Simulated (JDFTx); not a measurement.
# Rh (Fm-3m) in JDFTx: notebook

One crystal, Rh, is run at these levels: RPBE; tasks: equation of state.

All numbers are computed with JDFTx 1.7.0 (patched build); they aren't measurements. Logs are shortened: lines on timing, memory, paths and dates and some standing lists are left out, and cuts for length are marked. The log counts tension as positive stress, the text compression.

**Measured values to compare with.**

From “Thermal equation of state of rhodium characterized by XRD in a resistively heated diamond anvil cell”, 2024, pmc:11535440, for a bulk crystal of Rh: bulk modulus 264 ± 1 GPa.

The runs below are set against these values where they give the same quantity.

## 1. Starting point

The structure is cubic, space group Fm-3m (No. 225). The conventional cell has a = 3.796 Å, b = 3.796 Å, c = 3.796 Å, α = 90.00°, β = 90.00°, γ = 90.00°. Around Rh (site symmetry m-3m) lie 12 Rh at 2.68 Å.

## 2. Equation of state, RPBE, 12.85 Å³/atom (volume scaled by 0.94)

Contents of Rh.in:

```
include Rh.lattice
coords-type Lattice
include Rh.ionpos

ion-species pseudo/Rh.upf
elec-cutoff 44
elec-ex-corr gga-x-rpbe gga-c-pbe
kpoint-folding 12 12 12
elec-smearing Fermi 0.0018374661
elec-n-bands 14
electronic-SCF nIterations 100 energyDiffThreshold 1e-09
electronic-minimize nIterations 30 energyDiffThreshold 1e-7
forces-output-coords Cartesian

dump-name run.$VAR
dump End Ecomponents EigStats BandEigs Kpoints Forces Stress ElecDensity Dtot KEdensity
```

Contents of Rh.lattice:

```
lattice \
    0.0000000000     3.5132040044     3.5132040044 \
    3.5132040044     0.0000000000     3.5132040044 \
    3.5132040044     3.5132040044     0.0000000000
```

Contents of Rh.ionpos:

```
ion Rh     0.0000000000     0.0000000000     0.0000000000 1
```

Potentials or basis: PseudoDojo-SR-PBE-0.5-standard.

Command:

```console
$ jdftx -c 1 -i Rh.in -o Rh.out
```

Output:

```text
*************** JDFTx 1.7.0 (patched build) ***************

Input parsed successfully to the following command list (including defaults):

basis kpoint-dependent
coords-type Lattice
core-overlap-check vector
coulomb-interaction Periodic
davidson-band-ratio 1.1
dump End Forces ElecDensity KEdensity Dtot BandEigs EigStats Ecomponents Stress Kpoints
dump-name run.$VAR
elec-cutoff 44
elec-eigen-algo Davidson
elec-ex-corr gga-x-rpbe gga-c-pbe
elec-n-bands 14 1
elec-smearing Fermi 0.00183747
electronic-minimize  \
	dirUpdateScheme      FletcherReeves \
	linminMethod         DirUpdateRecommended \
	nIterations          30 \
	history              15 \
	knormThreshold       0 \
	maxThreshold         no \
	energyDiffThreshold  1e-07 \
	nEnergyDiff          2 \
	convergeAll          no \
	alphaTstart          1 \
	alphaTmin            1e-10 \
	updateTestStepSize   yes \
	alphaTreduceFactor   0.1 \
	alphaTincreaseFactor 3 \
	nAlphaAdjustMax      3 \
	wolfeEnergy          0.0001 \
	wolfeGradient        0.9 \
	abortOnFailedStep    no \
	fdTest               no
electronic-scf  \
	nIterations	100 \
	energyDiffThreshold	1e-09 \
	residualThreshold	1e-07 \
	mixFraction	0.5 \
	qMetric	0.8 \
	history	10 \
	nEigSteps	2 \
	eigDiffThreshold	1e-08 \
	mixedVariable	Density \
	qKerker	0.8 \
	qKappa	-1 \
	verbose	no \
	mixFractionMag	1.5
exchange-regularization WignerSeitzTruncated
fluid None
fluid-ex-corr lda-TF lda-PZ
fluid-gummel-loop 10 1.000000e-05
fluid-minimize  \
	dirUpdateScheme      PolakRibiere \
	linminMethod         DirUpdateRecommended \
	nIterations          100 \
	history              15 \
	knormThreshold       0 \
	maxThreshold         no \
	energyDiffThreshold  0 \
	nEnergyDiff          2 \
	convergeAll          no \
	alphaTstart          1 \
	alphaTmin            1e-10 \
	updateTestStepSize   yes \
	alphaTreduceFactor   0.1 \
	alphaTincreaseFactor 3 \
	nAlphaAdjustMax      3 \
	wolfeEnergy          0.0001 \
	wolfeGradient        0.9 \
	abortOnFailedStep    no \
	fdTest               no
fluid-solvent H2O 55.338 ScalarEOS \
	epsBulk 78.4 \
	pMol 0.92466 \
	epsInf 1.77 \
	Pvap 1.06736e-10 \
	sigmaBulk 4.62e-05 \
	Rvdw 2.61727 \
	Res 1.42 \
	tauNuc 343133 \
	poleEl 15 7 1
forces-output-coords Cartesian
ion Rh   0.000000000000000   0.000000000000000   0.000000000000000 1
ion-species pseudo/Rh.upf
ion-width 0
ionic-minimize  \
	dirUpdateScheme      L-BFGS \
	linminMethod         DirUpdateRecommended \
	nIterations          0 \
	history              15 \
	knormThreshold       0.0001 \
	maxThreshold         no \
	energyDiffThreshold  1e-06 \
	nEnergyDiff          2 \
	convergeAll          no \
	alphaTstart          1 \
	alphaTmin            1e-10 \
	updateTestStepSize   yes \
	alphaTreduceFactor   0.1 \
	alphaTincreaseFactor 3 \
	nAlphaAdjustMax      3 \
	wolfeEnergy          0.0001 \
	wolfeGradient        0.9 \
	abortOnFailedStep    no \
	fdTest               no
kpoint   0.000000000000   0.000000000000   0.000000000000  1.00000000000000
kpoint-folding 12 12 12
latt-move-scale 1 1 1
latt-scale 1 1 1
lattice  \
	   0.000000000000000    3.513204004400000    3.513204004400000  \
	   3.513204004400000    0.000000000000000    3.513204004400000  \
	   3.513204004400000    3.513204004400000    0.000000000000000
lattice-minimize  \
	dirUpdateScheme      L-BFGS \
	linminMethod         DirUpdateRecommended \
	nIterations          0 \
	history              15 \
	knormThreshold       0 \
	maxThreshold         no \
	energyDiffThreshold  1e-06 \
	nEnergyDiff          2 \
	convergeAll          no \
	alphaTstart          1 \
	alphaTmin            1e-10 \
	updateTestStepSize   yes \
	alphaTreduceFactor   0.1 \
	alphaTincreaseFactor 3 \
	nAlphaAdjustMax      3 \
	wolfeEnergy          0.0001 \
	wolfeGradient        0.9 \
	abortOnFailedStep    no \
	fdTest               no
lcao-params -1 1e-06 0.00183747
pcm-variant GLSSA13
perturb-minimize  \
	nIterations            0 \
	algorithm              MINRES \
	residualTol            0.0001 \
	residualDiffThreshold  0.0001 \
	CGBypass               no \
	recomputeResidual      no
spintype no-spin
subspace-rotation-factor 1 yes
symmetries automatic
symmetry-threshold 0.0001

---------- Setting up symmetries ----------
[... 5 lines left out ...]
---------- Initializing the Grid ----------
R =
[            0       3.5132       3.5132  ]
[       3.5132            0       3.5132  ]
[       3.5132       3.5132            0  ]
unit cell volume = 86.7242
G =
[  -0.894224   0.894224   0.894224  ]
[   0.894224  -0.894224   0.894224  ]
[   0.894224   0.894224  -0.894224  ]
Minimum fftbox size, Smin = [  32  32  32  ]
Chosen fftbox size, S = [  32  32  32  ]

---------- Exchange Correlation functional ----------
Initialized LibXC exchange functional 'Hammer, Hansen, and Norskov'
Initialized LibXC correlation functional 'Perdew, Burke & Ernzerhof'

---------- Setting up pseudopotentials ----------
Width of ionic core gaussian charges (only for fluid interactions / plotting) set to 0

Reading pseudopotential file 'pseudo/Rh.upf':
  'Rh' pseudopotential, 'PBE' functional
  Generated using ONCVPSP code by D. R. Hamann
  17 valence electrons, 4 orbitals, 6 projectors, 1001 radial grid points, with lMax = 2
    4S    l: 0   occupation:  2.0   eigenvalue: -3.031635
    4P    l: 1   occupation:  6.0   eigenvalue: -1.852936
    4D    l: 2   occupation:  8.0   eigenvalue: -0.218303
    5S    l: 0   occupation:  1.0   eigenvalue: -0.158036
  Core radius for overlap checks: 1.34 bohrs.

Initialized 1 species with 1 total atoms.

Folded 1 k-points by 12x12x12 to 1728 k-points.

---------- Setting up k-points, bands, fillings ----------
Reduced to 72 k-points under symmetry.
Computing the number of bands and number of electrons
Calculating initial fillings.
nElectrons:  17.000000   nBands: 14   nStates: 72

----- Setting up reduced wavefunction bases (one per k-point) -----
average nbasis = 1208.313 , ideal nbasis = 1208.963

---------- Setting up ewald sum ----------
Optimum gaussian width for ewald sums = 1.791041 bohr.
Real space sum over 2197 unit cells with max indices [  6  6  6  ]
Reciprocal space sum over 2197 terms with max indices [  6  6  6  ]

---------- Allocating electronic variables ----------
Initializing wave functions:  linear combination of atomic orbitals
Note: number of bands (14) exceeds available atomic orbitals (10)
Rh pseudo-atom occupations:   s ( 2 0 )  p ( 6 )  d ( 9 )
	FillingsUpdate:  mu: +0.816167278  nElectrons: 17.000000
LCAOMinimize: Iter:   0  F: -110.7846144132203818  |grad|_K:  4.676e-03  alpha:  1.000e+00
	FillingsUpdate:  mu: +0.912204475  nElectrons: 17.000000
LCAOMinimize: Iter:   1  F: -110.8725001870487432  |grad|_K:  1.301e-04  alpha:  5.327e-01  linmin: -3.558e-01  cgtest:  9.288e-01
LCAOMinimize: Encountered beta<0, resetting CG.
[... 7 lines of inner loops ...]
	FillingsUpdate:  mu: +0.914823985  nElectrons: 17.000000
LCAOMinimize: Iter:   5  F: -110.8725672912073179  |grad|_K:  3.076e-09  alpha:  8.170e-01  linmin: -2.958e-02  cgtest:  7.944e-02
LCAOMinimize: Encountered beta<0, resetting CG.
LCAOMinimize: Converged (|Delta F|<1.000000e-06 for 2 iters).

-------- Electronic minimization -----------
Will mix electronic density at each iteration.
	FillingsUpdate:  mu: +0.914823985  nElectrons: 17.000000
	FillingsUpdate:  mu: +0.912860279  nElectrons: 17.000000
SCF: Cycle:  0   F: -110.888738730741679   dF: -1.617e-02   |Residual|: 1.836e-02   |deigs|: 1.267e+00
	FillingsUpdate:  mu: +0.911233161  nElectrons: 17.000000
SCF: Cycle:  1   F: -110.888880438445668   dF: -1.417e-04   |Residual|: 9.679e-03   |deigs|: 8.614e-03
	FillingsUpdate:  mu: +0.910709035  nElectrons: 17.000000
SCF: Cycle:  2   F: -110.888886262965059   dF: -5.825e-06   |Residual|: 1.239e-03   |deigs|: 1.007e-03
	FillingsUpdate:  mu: +0.910631711  nElectrons: 17.000000
SCF: Cycle:  3   F: -110.888886876403973   dF: -6.134e-07   |Residual|: 5.466e-04   |deigs|: 2.802e-04
	FillingsUpdate:  mu: +0.910642054  nElectrons: 17.000000
SCF: Cycle:  4   F: -110.888886981290639   dF: -1.049e-07   |Residual|: 5.573e-05   |deigs|: 1.404e-04
	FillingsUpdate:  mu: +0.910639555  nElectrons: 17.000000
SCF: Cycle:  5   F: -110.888887000526111   dF: -1.924e-08   |Residual|: 1.098e-05   |deigs|: 9.344e-05
	FillingsUpdate:  mu: +0.910640444  nElectrons: 17.000000
SCF: Cycle:  6   F: -110.888887004838722   dF: -4.313e-09   |Residual|: 7.927e-06   |deigs|: 7.361e-05
	FillingsUpdate:  mu: +0.910639920  nElectrons: 17.000000
SCF: Cycle:  7   F: -110.888887005926080   dF: -1.087e-09   |Residual|: 2.216e-06   |deigs|: 1.704e-04
	FillingsUpdate:  mu: +0.910639695  nElectrons: 17.000000
SCF: Cycle:  8   F: -110.888887006202452   dF: -2.764e-10   |Residual|: 5.094e-07   |deigs|: 9.643e-05
	FillingsUpdate:  mu: +0.910639773  nElectrons: 17.000000
SCF: Cycle:  9   F: -110.888887006291696   dF: -8.924e-11   |Residual|: 6.135e-07   |deigs|: 6.249e-05
SCF: Converged (|Delta E|<1.000000e-09 for 2 iters).

Setting wave functions to eigenvectors of Hamiltonian
WARNING: the partial cores' own exchange and correlation, taken off the total, pulls at atoms by up to 0.0e+00 Eh/a0
   and adds -0.129 GPa to the pressure: cores overlap, or the grid is coarse for them. See exc-core.

# Stress tensor in Cartesian coordinates [Eh/a0^3]:
[  -0.00115078            0            0  ]
[            0  -0.00115078            0  ]
[            0            0  -0.00115078  ]

# Ionic positions in lattice coordinates:
ion Rh   0.000000000000000   0.000000000000000   0.000000000000000 1

# Forces in Cartesian coordinates:
force Rh   0.000000000000000  -0.000000000000000  -0.000000000000000 1

# Energy components:
   Eewald =      -94.2889409325083250
       EH =       17.9429048616374160
     Eloc =      -68.0533670453046682
      Enl =        7.1666864175880116
      Exc =      -18.9896382487671822
 Exc_core =        6.4172669208069246
       KE =       38.9164750658656615
-------------------------------------
     Etot =     -110.8886129606821669
       TS =        0.0002740456095318
-------------------------------------
        F =     -110.8888870062916965

IonicMinimize: Iter:   0  F: -110.888887006291696  |grad|_K:  0.000e+00
IonicMinimize: Converged (|grad|_K<1.000000e-04).

#--- Lowdin population analysis ---
# oxidation-state Rh +0.095

Dumping 'run.eigStats' ...
	eMin: -1.999348 at state 0 ( [ +0.000000 +0.000000 +0.000000 ] spin 0 )
	HOMO: +0.907090 at state 38 ( [ +0.000000 +0.333333 -0.333333 ] spin 0 )
	mu  : +0.910640
	LUMO: +0.911778 at state 20 ( [ +0.000000 +0.166667 +0.333333 ] spin 0 )
	eMax: +1.888989 at state 71 ( [ +0.250000 +0.500000 -0.250000 ] spin 0 )
	HOMO-LUMO gap: +0.004688
	Optical gap  : +0.007635 at state 20 ( [ +0.000000 +0.166667 +0.333333 ] spin 0 )
Done!
[note: the HOMO, LUMO and gaps printed at the end count levels as full or empty at half filling, so they show a gap where a level is partly filled]
```

It took 20 s on 1 thread of Intel Xeon Platinum 8488C (Sapphire Rapids), shared host; peak memory 0.08 GiB.

What came out:

| Quantity | Value |
| --- | --- |
| Free energy | -3017.4403 eV |
| Pressure | 33.9 GPa |
| Band gap on the k mesh | none (metal or under the smearing width) |

Caveat: the cores' own exchange energy is taken off the total, which shifts forces and pressure where cores overlap; the potentials were made for another functional, which shifts forces and pressure.

## 3. Equation of state, RPBE, 13.12 Å³/atom (volume scaled by 0.96)

Rh.in is that of step 2.

Contents of Rh.lattice:

```
lattice \
    0.0000000000     3.5379456929     3.5379456929 \
    3.5379456929     0.0000000000     3.5379456929 \
    3.5379456929     3.5379456929     0.0000000000
```

Rh.ionpos is that of step 2.

Potentials or basis: PseudoDojo-SR-PBE-0.5-standard.

Command:

```console
$ jdftx -c 1 -i Rh.in -o Rh.out
```

It took 19 s on 1 thread of Intel Xeon Platinum 8488C (Sapphire Rapids), shared host; peak memory 0.08 GiB.

The run converged. Its results:

| Item | Value |
| --- | --- |
| Free energy | -3017.4913 eV |
| Pressure | 25.8 GPa |
| Band gap on the k mesh | none (metal or under the smearing width) |

Caveat: the potentials were made for another functional, which shifts forces and pressure.

## 4. Equation of state, RPBE, 13.40 Å³/atom (volume scaled by 0.98)

Rh.in is that of step 3.

Contents of Rh.lattice:

```
lattice \
    0.0000000000     3.5623460895     3.5623460895 \
    3.5623460895     0.0000000000     3.5623460895 \
    3.5623460895     3.5623460895     0.0000000000
```

Rh.ionpos is that of step 3.

Command:

```console
$ jdftx -c 1 -i Rh.in -o Rh.out
```

Wall time 18 s (1 thread of Intel Xeon Platinum 8488C (Sapphire Rapids), shared host); peak memory 0.08 GiB.

Results (log left out):

| Property | Result |
| --- | --- |
| Free energy | -3017.5293 eV |
| Pressure | 18.5 GPa |
| Band gap on the k mesh | none (metal or under the smearing width) |

Caveat: the cores' own exchange energy is taken off the total, which shifts forces and pressure where cores overlap; the potentials were made for another functional, which shifts forces and pressure.

## 5. Equation of state, RPBE, 13.67 Å³/atom

Rh.in is that of step 4.

Contents of Rh.lattice:

```
lattice \
    0.0000000000     3.5864167256     3.5864167256 \
    3.5864167256     0.0000000000     3.5864167256 \
    3.5864167256     3.5864167256     0.0000000000
```

Rh.ionpos is that of step 4.

Command:

```console
$ jdftx -c 1 -i Rh.in -o Rh.out
```

Run time: 20 s. Hardware: 1 thread of Intel Xeon Platinum 8488C (Sapphire Rapids), shared host; peak memory 0.09 GiB.

The run converged. Its results:

* Free energy: -3017.5556 eV
* Pressure: 12.2 GPa
* Band gap on the k mesh: none (metal or under the smearing width)

Caveat: the potentials were made for another functional, which shifts forces and pressure.

## 6. Equation of state, RPBE, 13.94 Å³/atom (volume scaled by 1.02)

Rh.in is that of step 5.

Contents of Rh.lattice:

```
lattice \
    0.0000000000     3.6101685219     3.6101685219 \
    3.6101685219     0.0000000000     3.6101685219 \
    3.6101685219     3.6101685219     0.0000000000
```

Rh.ionpos is that of step 5.

Potentials or basis: PseudoDojo-SR-PBE-0.5-standard.

Command:

```console
$ jdftx -c 1 -i Rh.in -o Rh.out
```

Wall time 20 s (1 thread of Intel Xeon Platinum 8488C (Sapphire Rapids), shared host); peak memory 0.08 GiB.

The run converged. Its results:

```yaml
Free_energy: -3017.5716 eV
Pressure: 6.5 GPa
Band_gap_on_the_k_mesh: none (metal or under the smearing width)
```

Caveat: the potentials were made for another functional, which shifts forces and pressure.

## 7. Equation of state, RPBE, 14.22 Å³/atom (volume scaled by 1.04)

Rh.in is that of step 6.

Contents of Rh.lattice:

```
lattice \
    0.0000000000     3.6336118315     3.6336118315 \
    3.6336118315     0.0000000000     3.6336118315 \
    3.6336118315     3.6336118315     0.0000000000
```

Rh.ionpos is that of step 6.

Command:

```console
$ jdftx -c 1 -i Rh.in -o Rh.out
```

It took 19 s on 1 thread of Intel Xeon Platinum 8488C (Sapphire Rapids), shared host; peak memory 0.09 GiB.

It converged, with:

- Free energy: -3017.5786 eV
- Pressure: 1.5 GPa
- Band gap on the k mesh: none (metal or under the smearing width)

Caveat: the potentials were made for another functional, which shifts forces and pressure.

## 8. Equation of state, RPBE, 14.49 Å³/atom (volume scaled by 1.06)

Rh.in is that of step 7.

Contents of Rh.lattice:

```
lattice \
    0.0000000000     3.6567564799     3.6567564799 \
    3.6567564799     0.0000000000     3.6567564799 \
    3.6567564799     3.6567564799     0.0000000000
```

Rh.ionpos is that of step 7.

Command:

```console
$ jdftx -c 1 -i Rh.in -o Rh.out
```

Wall time 20 s (1 thread of Intel Xeon Platinum 8488C (Sapphire Rapids), shared host); peak memory 0.09 GiB.

Results (log left out):

```yaml
Free_energy: -3017.5775 eV
Pressure: -2.9 GPa
Band_gap_on_the_k_mesh: none (metal or under the smearing width)
```

Caveat: the potentials were made for another functional, which shifts forces and pressure.

## 9. Equation of state, RPBE

Potentials or basis: PseudoDojo-SR-PBE-0.5-standard.

This step only gathers the single runs of the series.

What came out:

| Item | Value |
| --- | --- |
| Equilibrium volume | 14.32 Å³/atom |
| Bulk modulus | 236 GPa |
| Pressure derivative of the bulk modulus | 5.4 |

Energy against volume, from the lowest point:
| volume (Å³/atom) | energy (meV/atom) |
| --- | --- |
| 12.851 | 138.27 |
| 13.125 | 87.30 |
| 13.398 | 49.34 |
| 13.671 | 23.05 |
| 13.945 | 6.97 |
| 14.218 | 0.00 |
| 14.492 | 1.07 |

Caveat: the potentials were made for another functional, which shifts forces and pressure.

## 10. Against experiment

Step 9. A measured bulk modulus of Rh is 264 GPa (quoted in “Thermal equation of state of rhodium characterized by XRD in a resistively heated diamond anvil cell”, 2024, pmc:11535440); the calculated 236 GPa misses it by -10.5 %. The fit is for a static lattice scaled at fixed shape and fixed fractional positions.
